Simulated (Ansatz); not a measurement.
# TiSe (Pm-3m) in Ansatz: single point with PBEsol+U

Aim: the single point of TiSe with PBEsol+U.

All numbers are computed with Ansatz 0.2.0; they aren't measurements. Logs are shortened: lines on timing, memory, paths and dates and some standing lists are left out, and cuts for length are marked.

## (1) The cell of the first run

Symmetry: Pm-3m, No. 221, cubic system. The conventional cell has a = 3.403 Å, b = 3.403 Å, c = 3.403 Å, α = 90.00°, β = 90.00°, γ = 90.00°. Ti (site symmetry m-3m) has 8 Se at 2.95 Å as nearest neighbours. Se (site symmetry m-3m) is surrounded by 8 Ti at 2.95 Å.

The cell comes from a database or a generator and needn't be the stable form of this composition.

## (2) Single point, PBEsol+U, collinear spin, antiferromagnetic start (another cell of the same crystal, with 4 atoms)

Contents of input.yaml:

```yaml
crystal:
  lattice:
    - [3.40340081, 3.40340081, 0.0]
    - [-3.40340081, 3.40340081, 0.0]
    - [0.0, 0.0, 3.40340081]
  atoms:
    - { symbol: Ti, position: [0.0, 0.0, 0.0], spin: 1.0 }
    - { symbol: Ti, position: [0.5, 0.5, 0.0], spin: -1.0 }
    - { symbol: Se, position: [0.5, 0.0, 0.5] }
    - { symbol: Se, position: [0.0, 0.5, 0.5] }
hamiltonian:
  xc: pbesol
  pseudopotentials: { kind: paw }
  hubbard: { sites: [{ species: Ti, l: d, u_eff: 8.0 }] }
magnetization:
  spin_polarized: true
kpoints:
  mp_grid: { grid: [4, 4, 6] }
scf:
  occupations: { method: gaussian, width: 0.05 }
output:
  forces: true
  stress: true
  eigenvalues: true
  write_density: true
  write_potential: true
  elf: true
  volumetric_format: npy
```

Potentials or basis: Ansatz PAW.

Run with:

```sh
$ ansatz run input.yaml --threads 2 --pin off --max-ram 5632MiB --backend cpu --events-out ev --progress --plain --runs-dir out
```

What it wrote:

```text
Warning: RAYON_NUM_THREADS=2 ignored (pool sized by the plan → 2); use --threads N
Ti: projections on atomic orbitals take those of the free atom [Ne] 3s2 3p6 3d2 4s2, of charge +0.00 (hamiltonian.pseudopotentials.projection_atoms); the dataset's partial waves leave at most 4.1e-7 of an orbital's norm unspanned inside its sphere
Se: projections on atomic orbitals take those of the free atom [Ar] 3d10 4s2 4p4, of charge +0.00 (hamiltonian.pseudopotentials.projection_atoms); the dataset's partial waves leave at most 2.3e-6 of an orbital's norm unspanned inside its sphere
Engine: ansatz 0.2.0, x86_64-unknown-linux-gnu
Pseudopotentials: kind: paw
Pseudopotential: Ti, paw, valence charge 12, recommended cutoff 420 eV (normal), Ti.paw.azcp
Pseudopotential: Se, paw, valence charge 16, recommended cutoff 420 eV (normal), Se.paw.azcp
Functional definition: PBEsol
  exchange = pbesol_x
  correlation = pbesol_c
Crystal: 4 atoms, lattice volume = 78.844 Å³
Basis set: ecut = 420 eV, 1519 PW (Γ), exchange–correlation on 72×72×48 points (8 copies of the dense FFT grid, shifted against one another)
Bands: 35, of which v1, the nominal top of the filled ones, is band 28 counted from 1 (27 counted from 0)
Symmetry: 16 space group operations
Space group: P4/mmm (ITA 123), of the structure as read, at distance tolerance 4.3e-5 Å
Magnetic group: BNS 123.349 (UNI 1009), of the structure as read, at distance tolerance 4.3e-5 Å
k-points: 24 of 96
Non-local potential: Ti, projectors of the file, l = 0: 3, l = 1: 2, l = 2: 3, l = 3: 1
Non-local potential: Se, projectors of the file, l = 0: 2, l = 1: 2, l = 2: 3, l = 3: 1
PAW form: soft (Blöchl's): semilocal exchange-correlation on the pseudo side does not see the compensation charge
PAW frozen core: Ti, regenerated for the run's functional, and the local potential with it (the file was generated under x = pbe(κ = 0.804, μ = 0.2195149727645171), c = pbe(β = 0.06672455060314922))
PAW frozen core: Se, regenerated for the run's functional, and the local potential with it (the file was generated under x = pbe(κ = 0.804, μ = 0.2195149727645171), c = pbe(β = 0.06672455060314922))
PAW one-centre angular grid: Ti, 590 points (default); XC on 64 Gauss nodes
PAW one-centre angular grid: Se, 590 points (default); XC on 64 Gauss nodes
Initial density: superposition of atomic densities (chi_scale 0.1, normalization cell, long waves kept (reshape's long-wave potential 0.00 eV rms))
Starting moments: Σ|m| = 2 μB on 2 of 4 sites
Starting magnetic order: antiferromagnet; a translation exchanges its spin sublattices: spin-degenerate at every k-point
Initial wavefunctions: pseudopotential atomic-orbital guess
Functional: x = pbesol(κ = 0.804, μ = 0.12345679012345678), c = pbesol(β = 0.046)
SCF iter   1: F=—  HF=-15784.711434 eV  |F-HF|=—  |Δ(HF+E_count)|=         —  Δρ=4.26e-2 (↑4.26e-2 ↓4.26e-2)  dr2=4.18e0  dr2_m=6.61e-1  M=0.000 μB ∫|m|=3.828 μB  β_m=1.00  ethr=3.10e-3  ⟨swp⟩=5.9  Hψ=2775  notcnv=0
preconditioner: auto → Kerker (q_TF=auto, 2.577 Å⁻¹)  [metal: Δε(μ)=0.024 eV  Ē_g=6.314 eV  σ=0.050 eV  W_gap=0.26  n_scr=18 (ndim 8)  ℏωp=18.7 eV  f_vac=0.000  D(μ)=9.44/eV (n_scr^D=136)]
spin=Collinear: Kerker preconditioning applied to the charge; magnetization (m = ρ↑ − ρ↓) channel mixes plain (no charge-response kernel on spin).
SCF iter   2: F=—  HF=-15786.175212 eV  |F-HF|=—  |Δ(HF+E_count)|=    1.46e0  Δρ=2.70e-2 (↑2.70e-2 ↓2.70e-2)  dr2=1.82e0  dr2_m=1.23e-1  M=0.000 μB ∫|m|=4.212 μB  β_m=1.00  ethr=3.10e-3  ⟨swp⟩=2.5  Hψ=1267  notcnv=0  defer=40
preconditioner: auto → Resta (q_TF=auto, 2.577 Å⁻¹)  ε∞=8.3  [insulator: Δε(μ)=0.053 eV  Ē_g=6.945 eV  σ=0.050 eV  W_gap=0.54  n_scr=18 (ndim 8)  ℏωp=18.7 eV  f_vac=0.000  D(μ)=3.80/eV (n_scr^D=38)  ε∞_Penn≈8.3]
spin=Collinear: Resta preconditioning applied to the charge; magnetization (m = ρ↑ − ρ↓) channel mixes plain (no charge-response kernel on spin).
SCF iter   3: F=—  HF=-15788.155236 eV  |F-HF|=—  |Δ(HF+E_count)|=    1.98e0  Δρ=1.38e-2 (↑1.38e-2 ↓1.38e-2)  dr2=1.57e-1  dr2_m=4.29e-2  M=0.000 μB ∫|m|=3.959 μB  β_m=0.30  ethr=3.10e-3  ⟨swp⟩=3.3  Hψ=1351  notcnv=0  defer=45
SCF iter   4: F=—  HF=-15789.770759 eV  |F-HF|=—  |Δ(HF+E_count)|=    1.62e0  Δρ=1.15e-2 (↑1.15e-2 ↓1.15e-2)  dr2=9.72e-2  dr2_m=2.68e-2  M=0.000 μB ∫|m|=4.055 μB  β_m=1.00  ethr=2.81e-4  ⟨swp⟩=3.2  Hψ=1812  notcnv=0  defer=48
SCF iter   5: F=—  HF=-15790.749624 eV  |F-HF|=—  |Δ(HF+E_count)|=   9.79e-1  Δρ=5.89e-3 (↑5.89e-3 ↓5.89e-3)  dr2=4.10e-2  dr2_m=3.28e-3  M=0.000 μB ∫|m|=4.022 μB  β_m=1.00  ethr=1.74e-4  ⟨swp⟩=2.2  Hψ=1450  notcnv=0  defer=49
SCF iter   6: F=—  HF=-15791.288082 eV  |F-HF|=—  |Δ(HF+E_count)|=   5.38e-1  Δρ=1.81e-3 (↑1.81e-3 ↓1.81e-3)  dr2=8.75e-3  dr2_m=3.72e-4  M=0.000 μB ∫|m|=3.981 μB  β_m=0.30  ethr=7.31e-5  ⟨swp⟩=3.0  Hψ=1373  notcnv=0  defer=47
SCF iter   7: F=—  HF=-15791.585482 eV  |F-HF|=—  |Δ(HF+E_count)|=   2.97e-1  Δρ=1.35e-3 (↑1.35e-3 ↓1.35e-3)  dr2=2.81e-3  dr2_m=4.62e-4  M=0.000 μB ∫|m|=3.969 μB  β_m=0.30  ethr=1.56e-5  ⟨swp⟩=2.3  Hψ=1486  notcnv=0  defer=50
Mixer restart at iter 7: flushing history
spin-set hold released at iteration 7 (site moments contracting): the magnetisation degrees of freedom join the quasi-Newton model from the next iteration; the mixer history was flushed
SCF iter   8: F=—  HF=-15791.745096 eV  |F-HF|=—  |Δ(HF+E_count)|=   1.60e-1  Δρ=1.35e-3 (↑1.35e-3 ↓1.35e-3)  dr2=3.30e-3  dr2_m=4.56e-4  M=0.000 μB ∫|m|=3.958 μB  β_m=0.65  ethr=5.01e-6  ⟨swp⟩=2.4  Hψ=1201  notcnv=0  defer=50
SCF iter   9: F=—  HF=-15791.926110 eV  |F-HF|=—  |Δ(HF+E_count)|=   1.81e-1  Δρ=5.59e-4 (↑5.59e-4 ↓5.59e-4)  dr2=1.28e-3  dr2_m=6.29e-5  M=0.000 μB ∫|m|=3.917 μB  β_m=0.81  ethr=5.01e-6  ⟨swp⟩=2.7  Hψ=1628  notcnv=0  defer=48
SCF iter  10: F=—  HF=-15791.926198 eV  |F-HF|=—  |Δ(HF+E_count)|=   8.79e-5  Δρ=1.96e-4 (↑1.96e-4 ↓1.96e-4)  dr2=6.98e-5  dr2_m=5.44e-6  M=0.000 μB ∫|m|=3.912 μB  β_m=0.77  ethr=2.29e-6  ⟨swp⟩=2.0  Hψ=1171  notcnv=0  defer=48
SCF iter  11: F=—  HF=-15791.926163 eV  |F-HF|=—  |Δ(HF+E_count)|=   3.47e-5  Δρ=6.92e-5 (↑6.92e-5 ↓6.92e-5)  dr2=1.69e-5  dr2_m=4.69e-7  M=0.000 μB ∫|m|=3.911 μB  β_m=0.76  ethr=1.25e-7  ⟨swp⟩=2.0  Hψ=1418  notcnv=0  defer=48
SCF iter  12: F=—  HF=-15791.926161 eV  |F-HF|=—  |Δ(HF+E_count)|=   2.63e-6  Δρ=2.42e-5 (↑2.42e-5 ↓2.42e-5)  dr2=1.49e-6  dr2_m=9.29e-9  M=0.000 μB ∫|m|=3.910 μB  β_m=0.88  ethr=3.02e-8  ⟨swp⟩=2.0  Hψ=1414  notcnv=0  defer=48
SCF iter  13: F=—  HF=-15791.926161 eV  |F-HF|=—  |Δ(HF+E_count)|=   3.31e-7  Δρ=7.28e-6 (↑7.28e-6 ↓7.28e-6)  dr2=1.41e-7  dr2_m=3.07e-9  M=0.000 μB ∫|m|=3.910 μB  β_m=0.88  ethr=2.66e-9  ⟨swp⟩=2.1  Hψ=1017  notcnv=0  defer=48
SCF iter  14: F=-15791.926161 eV  HF=-15791.926161 eV  |F-HF|=3.40e-9  |Δ(HF+E_count)|=   1.23e-8  Δρ=1.94e-6 (↑1.94e-6 ↓1.94e-6)  dr2=1.01e-8  dr2_m=2.93e-10  M=0.000 μB ∫|m|=3.910 μB  ethr=1.79e-10  ⟨swp⟩=13.2  Hψ=5245  notcnv=0
SCF 1 converged in 14 iterations: F = -15791.926161 eV  dr2 = 1.01e-8
Symmetry: 8 space group operations
Initial density: read from a saved state, or passed on in memory by an earlier SCF of this step, an earlier step, the calling program or the single point that the run made first
Starting moments: Σ|m| = 2 μB on 2 of 4 sites; this step starts from the density that it was given
Initial wavefunctions: those read from a saved state, or passed on in memory by an earlier step or the calling program
the translation (0.5, 0.5, 0) carries every atom to within crystal.symmetry.tolerance of an atom of its element with the starting moment reversed, but both spin channels are solved: the run starts from a saved state that isn't shown to keep it, or this solve from the single point that its walk made first
iter 1 solved again at ethr=1.81e-11 eV; its pass at ethr=1.79e-6 eV (dr2=1.01e-8 eV) is discarded
SCF iter   1: F=—  HF=-15791.926161 eV  |F-HF|=—  |Δ(HF+E_count)|=         —  Δρ=1.94e-6 (↑1.94e-6 ↓1.94e-6)  dr2=1.01e-8  dr2_m=2.93e-10  M=0.000 μB ∫|m|=3.910 μB  ethr=1.81e-11  ⟨swp⟩=1.0  Hψ=8154  notcnv=0
preconditioner: auto → Resta (q_TF=auto, 2.577 Å⁻¹)  ε∞=5.3  [insulator: Δε(μ)=0.413 eV  Ē_g=9.043 eV  σ=0.050 eV  W_gap=1.00  n_scr=18 (ndim 8)  ℏωp=18.7 eV  f_vac=0.000  D(μ)=0.00/eV (n_scr^D=0)  ε∞_Penn≈5.3]
spin=Collinear: Resta preconditioning applied to the charge; magnetization (m = ρ↑ − ρ↓) channel mixes plain (no charge-response kernel on spin).
SCF iter   2: F=—  HF=-15791.926161 eV  |F-HF|=—  |Δ(HF+E_count)|=   2.94e-8  Δρ=4.79e-6 (↑4.79e-6 ↓4.79e-6)  dr2=9.27e-8  dr2_m=2.60e-9  M=0.000 μB ∫|m|=3.910 μB  ethr=1.79e-10  ⟨swp⟩=1.3  Hψ=5836  notcnv=0
SCF iter   3: F=-15791.926161 eV  HF=-15791.926161 eV  |F-HF|=1.28e-9  |Δ(HF+E_count)|=   2.94e-8  Δρ=8.10e-7 (↑8.10e-7 ↓8.10e-7)  dr2=1.24e-9  dr2_m=4.35e-11  M=0.000 μB ∫|m|=3.910 μB  ethr=1.79e-10  ⟨swp⟩=1.0  Hψ=3560  notcnv=0
an SCF along what the orbitals of the run's state read of its open shells (or to have them read: on a GPU, or by another smearing), with 8 of the crystal's symmetry operations and the antiferromagnet's anti-translation given up, reached no lower state that the run goes on to. This is no proof of a minimum
SCF converged after 14 iterations
Magnetization: 0.0000 μB (28.0000 up, 28.0000 down)
Absolute magnetization: 3.9080 μB (∫|ρ↑−ρ↓|, with the PAW one-centre terms)
Spin contamination: 1.9733 ħ² per cell (⟨S²⟩ above its minimum at these occupations)
Per-site moments (μB) at R_I (Å): [(1.7127311132009928, 1.215815518797221), (-1.7127311132009928, 1.215815518797221), (-3.4578113662363003e-16, 1.215815518797221), (3.4578113662363003e-16, 1.215815518797221)]
Free energy (F): -15791.926161 eV
Harris-Foulkes:  -15791.926161 eV  (|F-HF|=3.40e-9)
Internal energy: -15791.926161 eV  (E = F + TS)
E sigma→0 (E₀):  -15791.926161 eV
Fermi energy:    12.645750 eV
--- Per-component energies (eV) ---
  E_band       = -1004.932721
  E_kinetic    = 782.672113
  E_local      = -5996.535435  (includes V_loc(G=0)·N_el)
  E_nonlocal   = -1159.752762
  E_hartree    = 2862.690871
  E_xc         = -400.762471
  E_vxc        = -439.862600  (∫ρ·V_xc dr)
  E_hubbard    = 4.031979  (on-site DFT+U / exact-exchange correction)
  E_vhub       = -11.752819  (the Hubbard potential's part of the band-sum identity)
  E_paw        = -5781.875101  (= ΣΔE_a)
  E_vpaw       = 94.914556  (= ΣTr[D̂ρ^β])
  E_aug_tail   = -0.000964  (compensation charges beyond the density's cutoff)
  E_ewald      = -6104.690060
  E_core_change = 2.295669  (= ΣΔE_core)
  E_smearing   = -0.000000  (= −TS)
  E_closure    = -0.000000  (closes the sum)
  Σ components = -15791.926161   (vs F -15791.926161, Δ=0.00e0)
--- Forces (eV/Å), atoms counted from 1 ---
  atom   1  Ti     0.00000000     0.00000000     0.00000000
  atom   2  Ti     0.00000000    -0.00000000     0.00000000
  atom   3  Se    -0.00000000     0.00000000     0.00000000
  atom   4  Se     0.00000000    -0.00000000     0.00000000
  max |Σ_I F_I| component: 1.47e-29 eV/Å
--- Stress (GPa, compression-positive) ---
        5.987674       0.000000       0.000000
       -0.000000       5.987674       0.000000
        0.000000       0.000000       6.212253
  P = ⅓ Tr σ = 6.0625 GPa (60.625 kbar)
--- Band table (eV; the first three rows and the last of 48) ---
  k-point 0 ↑: bands = ["-46.2073", "-44.6284", "-34.8557", "-34.8550", "-34.8550", "-34.8544", "-34.8516", "-34.8499", "-34.8499", "-34.8496", "-34.8476", "-34.8472", "-22.5729", "-22.5729", "-22.5329", "-20.9976", "-20.9976", "-20.9555", "-2.0670", "-0.0043", "6.2414", "7.1267", "7.2889", "7.2889", "10.9872", "10.9872", "10.9889", "12.4210", "12.9093", "13.8041", "15.3152", "15.3152", "15.3422", "16.5751", "16.5751"]
  k-point 1 ↑: bands = ["-46.2041", "-44.6286", "-34.8556", "-34.8552", "-34.8552", "-34.8543", "-34.8516", "-34.8502", "-34.8502", "-34.8490", "-34.8472", "-34.8471", "-22.5708", "-22.5708", "-22.5537", "-20.9952", "-20.9952", "-20.9732", "-1.8397", "0.1251", "6.3869", "7.1960", "7.4625", "7.4625", "9.3588", "10.8510", "11.0581", "11.0581", "13.4861", "14.8108", "15.2003", "15.2003", "15.9336", "16.6028", "16.6028"]
  k-point 2 ↑: bands = ["-46.2010", "-44.6260", "-34.8558", "-34.8558", "-34.8556", "-34.8541", "-34.8515", "-34.8508", "-34.8508", "-34.8477", "-34.8472", "-34.8461", "-22.5918", "-22.5666", "-22.5666", "-21.0110", "-20.9906", "-20.9906", "-1.3004", "0.4350", "5.8244", "7.3406", "7.8511", "7.8511", "8.6994", "8.8810", "11.1960", "11.1960", "14.0878", "14.7536", "14.7536", "15.8344", "16.1885", "16.7667", "16.7667"]
  k-point 23 ↓: bands = ["-46.1973", "-44.6279", "-34.8564", "-34.8551", "-34.8544", "-34.8544", "-34.8512", "-34.8502", "-34.8494", "-34.8494", "-34.8458", "-34.8458", "-22.6081", "-22.5667", "-22.5667", "-21.0308", "-20.9900", "-20.9900", "-0.0049", "-0.0049", "6.9978", "7.2108", "7.2930", "7.2930", "7.3681", "7.9266", "12.3981", "12.4392", "12.8521", "14.2241", "15.0498", "15.1028", "15.1028", "16.0448", "16.0459"]
Occupation matrices written to <dir>
```

Wall time 65 s (2 threads of Intel Xeon at 2.50GHz (Skylake/Cascade Lake), shared host); peak memory 0.67 GiB.

Results:

| Item | Value |
| --- | --- |
| Free energy | -15791.9262 eV |
| Pressure | 6.1 GPa |
| Band gap on the k mesh | 0.41 eV |
| Net moment | 0.00 μB per cell |
| Absolute moment | 3.91 μB per cell |
| Site moments | Ti +1.71, -1.71; Se -0.00, +0.00 μB |

Levels at points of the mesh, in eV from the valence-band top:
Spin up:
| k point | band 26 | band 27 | band 28 | band 29 | band 30 | band 31 |
| --- | --- | --- | --- | --- | --- | --- |
| (0.00, 0.00, 0.00) | -1.45 | -1.45 | -0.02 | 0.47 | 1.36 | 2.88 |
| (0.00, 0.00, -0.50) | -3.36 | -1.18 | -1.18 | 1.88 | 1.94 | 1.94 |
| (0.00, -0.50, 0.00) | -2.45 | -1.05 | -0.99 | 2.56 | 3.01 | 3.32 |
| (0.00, -0.50, -0.50) | -3.17 | -3.09 | -3.03 | 1.83 | 2.37 | 2.59 |
| (-0.50, -0.50, 0.00) | -1.18 | -1.18 | -1.11 | 3.82 | 3.82 | 3.83 |
| (-0.50, -0.50, -0.50) | -4.51 | -0.04 | 0.00 | 0.41 | 1.78 | 2.61 |
Spin down:
```csv
k point,band 26,band 27,band 28,band 29,band 30,band 31
"(0.00, 0.00, 0.00)",-1.45,-1.45,-0.02,0.47,1.36,2.88
"(0.00, 0.00, -0.50)",-3.36,-1.18,-1.18,1.88,1.94,1.94
"(0.00, -0.50, 0.00)",-2.45,-1.05,-0.99,2.56,3.01,3.32
"(0.00, -0.50, -0.50)",-3.17,-3.09,-3.03,1.83,2.37,2.59
"(-0.50, -0.50, 0.00)",-1.18,-1.18,-1.11,3.82,3.82,3.83
"(-0.50, -0.50, -0.50)",-4.51,-0.04,0.00,0.41,1.78,2.61
```

Eigenvalues of the final occupation matrices:
| site | spin | trace | eigenvalues |
| --- | --- | --- | --- |
| site 1 | 1 | 2.22 | 0.08 0.08 0.09 0.98 0.98 |
| site 1 | 2 | 0.26 | 0.02 0.02 0.07 0.07 0.07 |
| site 2 | 1 | 0.26 | 0.02 0.02 0.07 0.07 0.07 |
| site 2 | 2 | 2.22 | 0.08 0.08 0.09 0.98 0.98 |

Caveat: the magnetic or orbital state may not be the lowest; the PAW data sets come from PBE, with cores solved anew for the run's functional, which leaves a small shift of forces and pressure.
